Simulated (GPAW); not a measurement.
Set up this calculation in GPAW 26.7.0, as an ASE script.

- Task: single point
- Functional: PBE
- Potentials or basis: GPAW PAW data sets (gpaw-data 1.2.1)
- Cutoff: 500 eV
- Basis: pw
- k mesh: 9 × 9 × 9
- Occupations: fermi-dirac, width 0.05 eV
- Spin: no spin polarisation
- Maxiter: 120
- Convergence: default

Au:

```
Au
1.0
    -1.65727    1.65727    1.65727
     1.65727   -1.65727    1.65727
     1.65727    1.65727   -1.65727
Au
1
Direct
  0.00000 0.00000 0.00000
```

This isn't the form of Au at room conditions, which is fcc.

One way to write it, as run:

run.py

```python
from ase import Atoms
from ase.dft.bandgap import bandgap
from ase.io import write
from ase.units import GPa
from gpaw import GPAW, PW

atoms = Atoms(['Au'],
              cell=[[-1.657269, 1.657269, 1.657269],
                    [1.657269, -1.657269, 1.657269],
                    [1.657269, 1.657269, -1.657269]],
              scaled_positions=[[0.0, 0.0, 0.0]],
              pbc=True)

calc = GPAW(mode=PW(500),
            xc='PBE',
            kpts={'size': (9, 9, 9), 'gamma': True},
            occupations={'name': 'fermi-dirac', 'width': 0.05},
            nbands=14,
            maxiter=120,
            txt='gpaw.txt')
atoms.calc = calc
energy = atoms.get_potential_energy()
forces = atoms.get_forces()
stress = atoms.get_stress()
calc.write('gs.gpw')
write('result.traj', atoms)
print(f'Energy: {energy:.6f} eV')
print('Forces (eV/A):')
print(forces.round(4))
print('Stress (GPa):', (stress / GPa).round(3))
print('Fermi level:', round(calc.get_fermi_level(), 4), 'eV')
print(f'Gap: {bandgap(calc)[0]:.4f} eV, direct: {bandgap(calc, direct=True)[0]:.4f} eV')
```

Potentials or basis: GPAW PAW data sets (gpaw-data 1.2.1), pw.

Run with:

```sh
$ OMP_NUM_THREADS=1 python run.py
```

Results of the run:

* Pressure: 0.6 GPa
* Band gap on the k mesh: none (metal or under the smearing width)

Caveat: with this Au data set, volumes or pressures lay over 1.5 % or 2 GPa off other programs in two to four cells of ten; the cutoff is short for stress and forces, so pressures can be off by a GPa or more.

Run time: 4.9 s on 1 thread of Arm Neoverse V1 (shared host), peak memory 0.12 GiB.
